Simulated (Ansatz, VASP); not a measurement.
# One calculation of V, two programs

```
V
1.0
     4.00976    0.00000    0.00000
     0.00000    4.00976    0.00000
     0.00000    0.00000    4.00976
V
4
Direct
  0.03000 0.03000 0.03000
  0.47000 0.97000 0.53000
  0.53000 0.47000 0.97000
  0.97000 0.53000 0.47000
```

Alike in both runs: task relaxation of cell and atoms; functional PBE; k mesh 4 × 4 × 4; occupations gaussian, width 0.1 eV; collinear spin.

|  | VASP | Ansatz |
| --- | --- | --- |
| version | VASP 6.6.1 | Ansatz 0.2.0 |
| potentials or method | VASP PAW PBE potentials, release 64 (V_sv) | scalar-relativistic, plane waves, PAW |
| plane-wave cutoff (eV) | 600 | 420 |
| valence electrons in the cell | 52 | 52 |

```csv
,VASP,Ansatz,Ansatz less VASP
"gap on the k mesh at the Fermi level, each at its own relaxed structure (eV)",none,none,-
net moment per atom (μB),0.48,0.48,-0.001
size of the moment on the site where the two differ most (μB),0.41,0.40,-0.007
relaxed volume (Å³/atom),13.98,13.97,-0.008
relaxed cell length with the largest relative difference (Å),3.824,3.823,-0.0008
energy change over the relaxation (meV/atom),-213,-214,-0.7
```

Site moments also hang on the region over which each program counts them. A gap of «none» marks a metal or a gap that the smearing closes.

Caveats: the k mesh is coarse (spacing up to 0.39 Å⁻¹), so the values aren't converged.
